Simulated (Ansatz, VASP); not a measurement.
Rb: VASP beside Ansatz

```
CELL_PARAMETERS angstrom
4.75918 0.00000 0.00000
0.00000 4.75918 0.00000
0.00000 0.00000 4.75918
ATOMIC_POSITIONS crystal
Rb 0.00000 0.00000 0.00000
```

Alike in both runs: functional revPBE; k mesh 7 × 7 × 7; occupations fermi-dirac, width 0.1 eV; no spin polarisation.

Ansatz relaxed the structure, and its values are those at the end. VASP's run is a single point on that final structure, the one shown.

|  | VASP | Ansatz |
| --- | --- | --- |
| version | VASP 6.6.1 | Ansatz 0.2.0 |
| potentials or method | VASP PAW PBE potentials, release 64 (Rb_sv) | plane waves (420 eV) with PAW, scalar-relativistic |
| plane-wave cutoff (eV) | 520 | 420 |
| valence electrons in the cell | 9 | 9 |

|  | VASP | Ansatz | Ansatz less VASP |
| --- | --- | --- | --- |
| pressure (GPa) | 0.0 | 0.0 | 0.00 |

Caveats: the PAW data sets were made with another functional, which shifts forces and pressure a little (VASP).
